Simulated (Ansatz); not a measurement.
Write the native input for Ansatz 0.2.0 that does the following.

* Task: elastic constants
* Functional: PBEsol
* Potentials or basis: Ansatz PAW
* Cutoff: 420 eV (not typed: the program's choice for these potentials)
* k mesh: 8 × 8 × 8
* Occupations: fermi-dirac, width 0.05 eV
* Spin: no spin polarisation
* Atoms under strain: clamped

The system is In.

```
In
1.0
    -1.88253    1.88253    1.88253
     1.88253   -1.88253    1.88253
     1.88253    1.88253   -1.88253
In
1
Direct
  0.00000 0.00000 0.00000
```

This isn't the form of In at room conditions, which is tetragonal.

These files were run (other wordings do the same):

input.yaml

```yaml
crystal:
  lattice:
    - [-1.88252524, 1.88252524, 1.88252524]
    - [1.88252524, -1.88252524, 1.88252524]
    - [1.88252524, 1.88252524, -1.88252524]
  atoms:
    - { symbol: In, position: [0.0, 0.0, 0.0] }
hamiltonian:
  xc: pbesol
  pseudopotentials: { kind: paw }
kpoints:
  mp_grid: { grid: [8, 8, 8] }
scf:
  occupations: { method: fermi_dirac, width: 0.05 }
output:
  forces: true
  stress: true
elastic:
  mode: clamped_ion
  stencil: two_point
```

Potentials or basis: Ansatz PAW.

Run with:

```console
$ ansatz run input.yaml --threads 2 --pin off --max-ram 5632MiB --backend cpu --events-out ev --progress --plain --runs-dir out
```

Results of the run:

```
Pressure                        : -1.2 GPa
Band gap on the k mesh          : none (metal or under the smearing width)
Elastic constants C11, C12, C44 : -58, 82, -53 GPa
Voigt bulk modulus              : 35 GPa
```

Caveat: the elastic tensor has a negative eigenvalue, so either the cell is unstable as it stands or the mesh is too thin; the PAW data sets come from PBE, with cores solved anew for the run's functional, which leaves a small shift of forces and pressure.

It took 3.9 s on 2 threads of Arm Neoverse V1, with other jobs on the host, peak memory 0.31 GiB.
